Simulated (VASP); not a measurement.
# InP (F-43m) in VASP: a series of runs

The runs below take InP through relaxation of the atoms, with r2SCAN.

Program: VASP 6.6.1. These are calculated values, not measurements. Logs are shortened: lines on timing, memory, paths and dates and some standing lists are left out, and cuts for length are marked.

**The experiment to reproduce.**

From a printed reference work, data compilation, for a bulk crystal of InP at 1.6 K: band gap 1.4236 eV (direct).

The runs below are set against these values where they give the same quantity.

## 1. Starting point

The structure is cubic, space group F-43m (No. 216). Conventional cell: a = 5.905 Å, b = 5.905 Å, c = 5.905 Å, α = 90.00°, β = 90.00°, γ = 90.00°. In (site symmetry -43m) has 4 P at 2.56 Å as nearest neighbours. Around P (site symmetry -43m) lie 4 In at 2.56 Å.

## 2. Relaxation of the atoms, r2SCAN (a relaxed cell with its volume scaled by 0.96)

Input file INCAR:

```
SYSTEM = InP
  ALGO = Normal
  EDIFF = 1E-7
  EDIFFG = -0.01
  ENCUT = 600
  IBRION = 2
  ISIF = 2
  ISMEAR = 0
  LASPH = .True.
  LCHARG = .False.
  LMIXTAU = .True.
  LREAL = .False.
  LWAVE = .False.
  METAGGA = R2SCAN
  NELM = 80
  NSW = 40
  PREC = Accurate
  SIGMA = 0.03
```

Input file KPOINTS:

```
k-points
0
Gamma
  8 8 8
  0 0 0
```

Input file POSCAR:

```
InP                                     
1.0
   -0.0000000000      2.9124289684      2.9124289684
    2.9124289684     -0.0000000000      2.9124289684
    2.9124289684      2.9124289684      0.0000000000
  In              P             
     1     1
Direct
     0.0000000000000000    0.0000000000000000    0.0000000000000000
     0.2500000000000000    0.2500000000000000    0.2500000000000000
```

Potentials or basis: VASP PAW PBE potentials, release 64 (In_d, P).

Run with:

```sh
$ cat potpaw_PBE.64/In_d/POTCAR potpaw_PBE.64/P/POTCAR > POTCAR
$ mpirun -np 1 vasp_std > vasp.out
```

OUTCAR:

```text
SYSTEM = InP
   EDIFF = 1E-7
   EDIFFG = -0.01
   ENCUT = 600
   IBRION = 2
   ISIF = 2
   ISMEAR = 0
   LASPH = .True.
   LREAL = .False.
   METAGGA = R2SCAN
   NELM = 80
   NSW = 40
   PREC = Accurate

 ion  position               nearest neighbor table
   1  0.000  0.000  0.000-   2 2.52   2 2.52   2 2.52   2 2.52
   2  0.250  0.250  0.250-   1 2.52   1 2.52   1 2.52   1 2.52

  LATTYP: Found a face centered cubic cell.
 ALAT       =     5.8248579368

  Lattice vectors:

 A1 = (   0.0000000000,   2.9124289684,   2.9124289684)
 A2 = (   2.9124289684,   0.0000000000,   2.9124289684)
 A3 = (   2.9124289684,   2.9124289684,   0.0000000000)

Analysis of symmetry for initial positions (statically):
=====================================================================
 Subroutine PRICEL returns:
 Original cell was already a primitive cell.

 Routine SETGRP: Setting up the symmetry group for a
 face centered cubic supercell.

 Subroutine GETGRP returns: Found 24 space group operations
 (whereof 24 operations were pure point group operations)
 out of a pool of 48 trial point group operations.

The static configuration has the point symmetry T_d .

Analysis of symmetry for dynamics (positions and initial velocities):
=====================================================================
 Subroutine PRICEL returns:
 Original cell was already a primitive cell.

 Routine SETGRP: Setting up the symmetry group for a
 face centered cubic supercell.

 Subroutine GETGRP returns: Found 24 space group operations
 (whereof 24 operations were pure point group operations)
 out of a pool of 48 trial point group operations.

The dynamic configuration has the point symmetry T_d .

 Subroutine INISYM returns: Found 24 space group operations
 (whereof 24 operations are pure point group operations),
 and found     1 'primitive' translations

----------------------------------------------------------------------------------------

                                     Primitive cell

  volume of cell :      49.4079

  direct lattice vectors                    reciprocal lattice vectors
     0.000000000  2.912428968  2.912428968    -0.171678007  0.171678007  0.171678007
     2.912428968  0.000000000  2.912428968     0.171678007 -0.171678007  0.171678007
     2.912428968  2.912428968  0.000000000     0.171678007  0.171678007 -0.171678007

  length of vectors
     4.118796547  4.118796547  4.118796547     0.297355030  0.297355030  0.297355030

  position of ions in fractional coordinates (direct lattice)
     0.000000000  0.000000000  0.000000000
     0.250000000  0.250000000  0.250000000

  ion indices of the primitive-cell ions
   primitive index   ion index
                 1           1
                 2           2

----------------------------------------------------------------------------------------

 KPOINTS: k-points

Automatic generation of k-mesh.
 Grid dimensions read from file:
 generate k-points for:    8    8    8

 Generating k-lattice:

  Cartesian coordinates                     Fractional coordinates (reciprocal lattice)
    -0.021459751  0.021459751  0.021459751     0.125000000  0.000000000  0.000000000
     0.021459751 -0.021459751  0.021459751     0.000000000  0.125000000  0.000000000
     0.021459751  0.021459751 -0.021459751     0.000000000  0.000000000  0.125000000

  Length of vectors
     0.037169379  0.037169379  0.037169379

  Shift w.r.t. Gamma in fractional coordinates (k-lattice)
     0.000000000  0.000000000  0.000000000

 Subroutine IBZKPT returns following result:
 ===========================================

 Found     29 irreducible k-points:

 Following reciprocal coordinates:
            Coordinates               Weight
  0.000000  0.000000  0.000000      1.000000
  0.125000  0.000000  0.000000      8.000000
  0.250000  0.000000  0.000000      8.000000
  0.375000  0.000000  0.000000      8.000000
  0.500000  0.000000  0.000000      4.000000
  0.125000  0.125000  0.000000      6.000000
[... 16 lines left out ...]
  0.500000  0.250000  0.125000     48.000000
 -0.375000  0.250000  0.125000     24.000000
 [... further k-points ...]
   k-points           NKPTS =     29   k-points in BZ     NKDIM =     29   number of bands    NBANDS=     13
   number of dos      NEDOS =    301   number of ions     NIONS =      2
   total plane-waves  NPLWV =  46656
   dimension x,y,z NGX =    36 NGY =   36 NGZ =   36
   dimension x,y,z NGXF=    72 NGYF=   72 NGZF=   72
   ions per type =               1   1
   NGX,Y,Z   is equivalent  to a cutoff of  14.53, 14.53, 14.53 a.u.
   NGXF,Y,Z  is equivalent  to a cutoff of  29.06, 29.06, 29.06 a.u.
 SYSTEM =  InP
   PREC   = accura    normal or accurate (medium, high low for compatibility)
   ISTART =      0    job   : 0-new  1-cont  2-samecut
   ICHARG =      2    charge: 1-file 2-atom 10-const
   ISPIN  =      1    spin polarized calculation?
   LNONCOLLINEAR =      F non collinear calculations
   LSORBIT =      F    spin-orbit coupling
   LASPH  =      T    aspherical Exc in radial PAW
   ENCUT  =  600.0 eV  44.10 Ry    6.64 a.u.   8.23  8.23  8.23*2*pi/ulx,y,z
   NELM   =     80;   NELMIN=  2; NELMDL= -5     # of ELM steps
   EDIFF  = 0.1E-06   stopping-criterion for ELM
   LREAL  =      F    real-space projection
   EDIFFG = -.1E-01   stopping-criterion for IOM
   NSW    =     40    number of steps for IOM
   IBRION =      2    ionic relax: 0-MD 1-quasi-New 2-CG
   NFREE  =      1    steps in history (QN), initial steepest desc. (CG)
   ISIF   =      2    stress and relaxation
   ISYM   =      2    0-nonsym 1-usesym 2-fastsym
   POTIM  = 0.5000    time-step for ionic-motion
   TEBEG  =    0.0;   TEEND  =   0.0 temperature during run
   PSTRESS=    0.0 pullay stress
   NELECT =      18.0000    total number of electrons
   NUPDOWN=      -1.0000    fix difference up-down
   EMIN   =  10.00;   EMAX   =-10.00  energy-range for DOS
   EFERMI =   0.00;   METHOD = LEGACY
   ISMEAR =     0;   SIGMA  =   0.03  broadening in eV -4-tet -1-fermi 0-gaus
   EFERMI_NEDOS =   21; number of points for ismear=-14 and -15
   IALGO  =     38    algorithm
   IMIX   =      4    mixing-type and parameters
     AMIX     =   0.40;   BMIX     =  1.00
     AMIX_MAG =   1.60;   BMIX_MAG =  1.00
  volume/ion in A,a.u.               =      24.70       166.71
  Fermi-wavevector in a.u.,A,eV,Ry     =   1.169231  2.209526 18.600540  1.367101
  Thomas-Fermi vector in A             =   2.305707
   LORBIT       =      0    0 simple, 1 ext, 2 COOP (PROOUT), +10 PAW based schemes
   METAGGA = R2SCAN    functional components
   LHFCALC =     F    Hartree Fock is set to
   AEXX    =    0.0000 exact exchange contribution
   IVDW    =     0    specifies the selected vdW correction
   LEPSILON=     F    determine dielectric tensor
   LRPA    =     F    only Hartree local field effects (RPA)
 conjugate gradient relaxation of ions
 non-spin polarized calculation
 Gauss-broadening in eV      SIGMA  =   0.03
  energy-cutoff  :      600.00
  volume of cell :       49.41
 maximum number of plane-waves:      1676
 NGX is ok and might be reduce to    36
   NGX = 17   NGY = 17   NGZ = 17

 number of electron      18.0000001 magnetization

 Free energy of the ion-electron system (eV)
  ---------------------------------------------------
  ext. energy  EPLUGINS =         0.00000000
  ---------------------------------------------------
  free energy    TOTEN  =       -32.27919240 eV

  energy without entropy =      -32.27919240  energy(sigma->0) =      -32.27919240

 E-fermi :   5.4093     XC(G=0):  -9.9692

 val. band max:        5.2191225512   @ k =   0.0000   0.0000   0.0000
 cond. band min:       6.4967445205   @ k =   0.0000   0.0000   0.0000
 fundamental gap:      1.2776219693
 Fermi energy:         5.4093097889

 k-point     1 :       0.0000    0.0000    0.0000
  band No.  band energies     occupation
      1      -9.4742      2.00000
      2      -9.4742      2.00000
      3      -9.4742      2.00000
      4      -9.2843      2.00000
      5      -9.2843      2.00000
      6      -6.9145      2.00000
      7       5.2191      2.00000
      8       5.2191      2.00000
      9       5.2191      2.00000
     10       6.4967      0.00000
     11       9.6591      0.00000
     12       9.6591      0.00000
     13       9.6592      0.00000

 k-point     2 :       0.1250    0.0000    0.0000
  band No.  band energies     occupation
      1      -9.4981      2.00000
      2      -9.4655      2.00000
      3      -9.4655      2.00000
      4      -9.2842      2.00000
      5      -9.2842      2.00000
      6      -6.7198      2.00000
      7       3.7207      2.00000
      8       5.0214      2.00000
      9       5.0214      2.00000
     10       7.3516      0.00000
     11       9.8438      0.00000
     12       9.9545      0.00000
     13       9.9545      0.00000

 k-point     3 :       0.2500    0.0000    0.0000
  band No.  band energies     occupation
      1      -9.5516      2.00000
      2      -9.4469      2.00000
      3      -9.4469      2.00000
      4      -9.2814      2.00000
      5      -9.2814      2.00000
      6      -6.1783      2.00000
      7       1.6928      2.00000
      8       4.6257      2.00000
      9       4.6257      2.00000
     10       7.4593      0.00000
     11      10.3951      0.00000
     12      10.3951      0.00000
     13      11.0353      0.00000
[... 305 lines left out ...]
 k-point    23 :       0.5000    0.2500    0.1250
  band No.  band energies     occupation
      1      -9.6260      2.00000
      2      -9.4166      2.00000
      3      -9.4001      2.00000
      4      -9.2976      2.00000
      5      -9.2670      2.00000
      6      -5.0702      2.00000
      7       0.0539      2.00000
      8       2.5371      2.00000
      9       3.6793      2.00000
     10       8.8541      0.00000
     11       9.7777      0.00000
     12      10.9270      0.00000
     13      12.4342      0.00000

 k-point    24 :      -0.3750    0.2500    0.1250
  band No.  band energies     occupation
      1      -9.6367      2.00000
      2      -9.4152      2.00000
      3      -9.3940      2.00000
      4      -9.2912      2.00000
      5      -9.2699      2.00000
      6      -4.7007      2.00000
      7      -0.5461      2.00000
      8       2.3910      2.00000
      9       3.4810      2.00000
     10       8.8252      0.00000
     11       9.7056      0.00000
     12      11.5800      0.00000
     13      12.9794      0.00000

 [... further k-points ...]

------------------------ aborting loop because EDIFF is reached ----------------------------------------

  FORCE on cell =-STRESS in cart. coord.  units (eV):
  Direction    XX          YY          ZZ          XY          YZ          ZX
  --------------------------------------------------------------------------------------
  -------------------------------------------------------------------------------------
  Total        0.9459274      0.9459274      0.9459274      0.0000000      0.0000000     -0.0000000
  in kB       30.6741366     30.6741366     30.6741366      0.0000000      0.0000000     -0.0000000
  external PRESSURE =      30.6741366 kB  Pullay stress =       0.0000000 kB

 VOLUME and BASIS-vectors are now :
 -----------------------------------------------------------------------------
  energy-cutoff  :      600.00
  volume of cell :       49.41
      direct lattice vectors                 reciprocal lattice vectors
     0.000000000  2.912428968  2.912428968    -0.171678007  0.171678007  0.171678007
     2.912428968  0.000000000  2.912428968     0.171678007 -0.171678007  0.171678007
     2.912428968  2.912428968  0.000000000     0.171678007  0.171678007 -0.171678007

 POSITION                                       TOTAL-FORCE (eV/Angst)
 -----------------------------------------------------------------------------------
      0.00000      0.00000      0.00000        -0.000000      0.000000      0.000000
      1.45621      1.45621      1.45621         0.000000     -0.000000     -0.000000
 -----------------------------------------------------------------------------------
    total drift:                               -0.000003     -0.000003     -0.000003

  FREE ENERGIE OF THE ION-ELECTRON SYSTEM (eV)
  ---------------------------------------------------
  free  energy   TOTEN  =       -32.2791923994 eV

  energy  without entropy=      -32.2791923994  energy(sigma->0) =      -32.27919240

 reached required accuracy - stopping structural energy minimisation
```

Run time: 3.2 min. Hardware: 1 thread of Intel Xeon Platinum 8375C at 2.90GHz (Ice Lake), shared host; peak memory 0.22 GiB.

Results:

| Quantity | Value |
| --- | --- |
| Free energy | -32.2792 eV |
| Pressure after relaxing | 3.1 GPa |
| Band gap on the k mesh | 1.28 eV, direct |

Final structure:
```
In P
1.0
     0.00000    2.91243    2.91243
     2.91243    0.00000    2.91243
     2.91243    2.91243    0.00000
In P
1 1
Cartesian
  0.0000 0.0000 0.0000
  1.4562 1.4562 1.4562
```

Caveat: the relaxation stopped at its first step, so nothing moved; the PAW data sets were made with another functional, which shifts forces and pressure a little; spin-orbit coupling is left out, which moves the levels of the heavy elements.

## 3. Relaxation of the atoms, r2SCAN (a relaxed cell with its volume scaled by 0.98)

INCAR is that of step 2.

KPOINTS is that of step 2.

Input file POSCAR:

```
InP                                     
1.0
   -0.0000000000      2.9325153201      2.9325153201
    2.9325153201     -0.0000000000      2.9325153201
    2.9325153201      2.9325153201      0.0000000000
  In              P             
     1     1
Direct
     0.0000000000000000    0.0000000000000000    0.0000000000000000
     0.2500000000000000    0.2500000000000000    0.2500000000000000
```

Potentials or basis: VASP PAW PBE potentials, release 64 (In_d, P).

Run with:

```sh
$ cat potpaw_PBE.64/In_d/POTCAR potpaw_PBE.64/P/POTCAR > POTCAR
$ mpirun -np 1 vasp_std > vasp.out
```

It took 2.4 min on 1 thread of Intel Xeon Platinum 8375C at 2.90GHz (Ice Lake), shared host; peak memory 0.22 GiB.

It converged, with:

```yaml
Free_energy: -32.2937 eV
Pressure_after_relaxing: 1.4 GPa
Band_gap_on_the_k_mesh: 1.16 eV, direct
```

Final structure:
```
CELL_PARAMETERS angstrom
0.00000 2.93252 2.93252
2.93252 0.00000 2.93252
2.93252 2.93252 0.00000
ATOMIC_POSITIONS crystal
In 0.00000 0.00000 0.00000
P 0.25000 0.25000 0.25000
```

Levels at points of the mesh, in eV from the valence-band top:
```csv
k point,band 6,band 7,band 8,band 9,band 10,band 11,band 12,band 13
"(0.00, 0.00, 0.00)",-11.99,0.00,0.00,0.00,1.16,4.44,4.44,4.44
"(0.50, 0.00, 0.00)",-10.19,-5.87,-1.01,-1.01,1.86,5.16,5.16,7.55
"(0.50, 0.50, 0.00)",-9.51,-5.87,-2.40,-2.40,2.01,2.55,9.87,10.30
```

Caveat: the relaxation stopped at its first step, so nothing moved; the PAW data sets were made with another functional, which shifts forces and pressure a little; spin-orbit coupling is left out, which moves the levels of the heavy elements.

[end of part 1 of 2]
